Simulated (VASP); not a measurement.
BaTiO3:

```
CELL_PARAMETERS angstrom
3.96714 0.00000 0.00000
0.00000 3.96714 0.00000
0.00000 0.00000 4.06567
ATOMIC_POSITIONS crystal
Ba 0.00000 0.00000 0.99860
Ti 0.50000 0.50000 0.48193
O 0.50000 0.50000 0.02910
O 0.50000 0.00000 0.51669
O 0.00000 0.50000 0.51669
```

Base run:

* Program: VASP 6.6.1
* Functional: PBEsol
* Potentials or basis: VASP PAW PBE potentials, release 64 (Ba_sv, Ti_sv, O)
* Cutoff: 520 eV
* k mesh: 4 × 4 × 4
* Occupations: gaussian, width 0.03 eV
* Spin: no spin polarisation

Its results: band gap on the k mesh 1.76 eV, indirect (least direct gap 2.19 eV); pressure 0.1 GPa; largest force 0.064 eV/Å.

The run is repeated on the same cell with these changes: functional from PBEsol to HSE06; further incar settings from ALGO = Fast; EDIFF = 1e-07; NBANDS = 28 to ALGO = Normal; EDIFF = 1e-07; NBANDS = 28. What comes out?

Band gap on the k mesh 3.27 eV, indirect (least direct gap 3.67 eV); pressure 0.9 GPa; largest force 0.295 eV/Å.

Caveats: the PAW data sets were made with another functional, which shifts forces and pressure a little; spin-orbit coupling is left out, which moves the levels of the heavy elements.
